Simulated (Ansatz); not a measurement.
**Pt: the crystal squeezed far**

An exercise on one series of results from a longer session: the logs are not shown, and one member is left open.

Program: Ansatz 0.2.0. Level of theory: DFT PBE, with the methods named in each step. These are calculated values, not measurements.

## The system as given

It takes space group P6/mmm (No. 191, hexagonal). The conventional cell has a = 4.533 Å, b = 4.533 Å, c = 2.701 Å, α = 90.00°, β = 90.00°, γ = 120.00°. Pt (site symmetry 6/mmm) has 14 Pt at 2.70 to 2.95 Å as nearest neighbours. Around Pt (site symmetry -6m2) lie 11 Pt at 2.62 to 2.95 Å.

Coordinates:

```
Pt
1.0
     4.53343    0.00000    0.00000
    -2.26672    3.92607    0.00000
     0.00000    0.00000    2.70136
Pt
3
Direct
  0.00000 0.00000 0.00000
  0.33333 0.66667 0.50000
  0.66667 0.33333 0.50000
```

Whether this phase is the stable one at these pressures isn't tested.

Atoms are numbered in the order of the input: Pt1, Pt2, Pt3.

Set-up of the first run:

Input file input.yaml:

```yaml
crystal:
  lattice:
    - [4.5334300498, 0.0, 0.0]
    - [-2.2667150249, 3.9260655894, 0.0]
    - [0.0, 0.0, 2.7013626256]
  atoms:
    - { symbol: Pt, position: [0.0, 0.0, 0.0] }
    - { symbol: Pt, position: [0.3333333333, 0.6666666667, 0.5] }
    - { symbol: Pt, position: [0.6666666667, 0.3333333333, 0.5] }
kpoints:
  mp_grid: { grid: [9, 9, 12] }
  band_path:
    path:
      - [0.0, 0.0, 0.0]
      - [0.5, 0.0, 0.0]
      - [0.3333333333, 0.3333333333, 0.0]
      - [0.0, 0.0, 0.0]
      - [0.0, 0.0, 0.5]
      - [0.5, 0.0, 0.5]
      - [0.3333333333, 0.3333333333, 0.5]
      - [0.0, 0.0, 0.5]
      - [0.5, 0.0, 0.5]
    npoints: 14
scf:
  occupations: { method: fermi_dirac, width: 0.08 }
hamiltonian:
  xc: pbe
  pseudopotentials: { kind: all_electron, lapw: { basis_error: 0.001 } }
output:
  forces: true
  stress: true
  eigenvalues: true
  populations: true
  dos: { projected: true, de: 0.2, e_range: [-14, 8] }
```

The run is started by

```console
> ansatz run input.yaml --threads 1 --pin off --max-ram 3072MiB --backend cpu --events-out ev --progress --plain --runs-dir out
```

Steps of the session up to this table: The reference volume, LAPW; Volume scaled by 1, crystal datasets; Volume scaled by 1, norm-conserving; Volume scaled by 0.75, LAPW; Volume scaled by 0.65, LAPW; Volume scaled by 0.45, LAPW; Volume scaled by 0.45, norm-conserving; Volume scaled by 0.4, LAPW; Volume scaled by 0.4, crystal datasets; Volume scaled by 0.4, norm-conserving.

One table of the session follows, with a row left open; its other results are not shown here.

 The rows PAW, 0.4 and PAW (core large), 0.4 agree to the last digit and may rest on the same set-up.

| method | volume over the first | volume (Å³/atom) | pressure (GPa) |
| --- | --- | --- | --- |
| LAPW | 1 | 16.027 | -0.04 |
| LAPW | 0.75 | 12.020 | 144.18 |
| LAPW | 0.65 | 10.417 | 309.93 |
| LAPW | 0.45 | 7.212 | 1386.61 |
| LAPW | 0.4 | ? | ? |
| PAW | 1 | 16.027 | -0.01 |
| PAW | 0.75 | 12.020 | 144.35 |
| PAW | 0.65 | 10.417 | 310.37 |
| PAW | 0.45 | 7.212 | 1389.93 |
| PAW | 0.4 | 6.411 | 2088.92 |
| PAW (core large) | 0.4 | 6.411 | 2088.92 |
| crystal datasets | 1 | 16.027 | -0.04 |
| crystal datasets | 0.4 | 6.411 | 2083.17 |
| norm-conserving | 1 | 16.027 | 0.11 |
| norm-conserving | 0.45 | 7.212 | 1391.71 |
| norm-conserving | 0.4 | 6.411 | 2090.93 |

Estimate the missing values for LAPW, 0.4.

The run gave: volume (Å³/atom): 6.411; pressure (GPa): 2083.18.

Caveats from the session: Warnings in the runs' records: crystal datasets made, datasets by core.
